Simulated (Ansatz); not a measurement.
Input for Ansatz (plane-wave DFT), Sr:

```yaml
crystal:
  lattice:
    - [10.9876299658, 0.0, 0.0]
    - [-5.4938149829, 9.5155666777, 0.0]
    - [0.0, 0.0, 4.42111191]
  atoms:
    - { symbol: Sr, position: [0.0, 0.0, 0.0] }
basis:
  ecutwfc: 420
kpoints:
  mp_grid: { grid: [3, 3, 4] }
  band_path: { path: [[0, 0, 0], [0.5, 0, 0], [0.5, 0.5, 0.5]], npoints: 8 }
hamiltonian:
  xc: pbe
scf:
  occupations: { method: tetrahedron }
output:
  forces: true
  stress: true
  eigenvalues: true
```

Command:

```bash
ansatz run input.yaml --threads 1 --pin off --max-ram 1331MiB --backend cpu --events-out ev --progress --plain --runs-dir out
```

Output, shortened (HF is the Harris–Foulkes energy, dr2 the density residual in eV):

```text
Warning: output.forces, output.stress, relax.cell or npt_langevin: where a Kohn–Sham band that disperses or a degenerate level is filled in part under the method tetrahedron, the forces or the stress that this run publishes need not agree with its energy (scf.occupations.method in the input reference, under Limitations); prefer a smearing scheme for the forces or the stress
Pseudopotential: Sr, paw, valence charge 10, recommended cutoff 420 eV (normal)
Crystal: 1 atom, lattice volume = 462.243 Å³
Basis set: ecut = 420 eV, 9087 PW (Γ), exchange–correlation on 150×150×60 points (8 copies of the dense FFT grid, shifted against one another)
Bands: 9, of which v1, the nominal top of the filled ones, is band 5 counted from 1 (4 counted from 0)
Symmetry: 24 space group operations
Space group: P6/mmm (ITA 191), of the structure as read, at distance tolerance 7.7e-5 Å
k-points: 9 of 36
Initial density: superposition of atomic densities, corrected by the library's trained network
SCF iter   1: HF=-3542.764946 eV  Δρ=1.30e-3  dr2=2.13e-2
SCF iter   2: HF=-3542.766230 eV  Δρ=5.99e-4  dr2=4.40e-3
SCF iter   3: HF=-3542.767779 eV  Δρ=1.88e-4  dr2=4.82e-4
SCF iter   4: HF=-3542.768178 eV  Δρ=3.79e-5  dr2=1.23e-5
SCF iter   5: HF=-3542.768236 eV  Δρ=9.42e-6  dr2=6.58e-7
SCF iter   6: F=-3542.768237 eV  HF=-3542.768237 eV  Δρ=3.78e-6  dr2=4.02e-8
SCF 1 converged in 6 iterations: F = -3542.768237 eV  dr2 = 4.02e-8
SCF converged after 6 iterations
Stability not checked: this state was not tested for a lower state beside it, because cold or Methfessel-Paxton smearing, or corrected tetrahedra, fill the levels in a way that the test cannot read (fill_not_monotonic; see scf.lower_state_search)
Free energy (F): -3542.768237 eV
E sigma→0 (E₀):  -3542.768237 eV
Fermi energy:    -1.232257 eV
--- Forces (eV/Å), atoms counted from 1 ---
  atom   1  Sr     0.00000000    -0.00000000     0.00000000
--- Stress (GPa, compression-positive) ---
       -0.001104      -0.000000       0.000000
       -0.000000      -0.001104       0.000000
        0.000000       0.000000       0.213582
  P = ⅓ Tr σ = 0.0705 GPa (0.705 kbar)
```

Settings here are deliberately varied, not converged.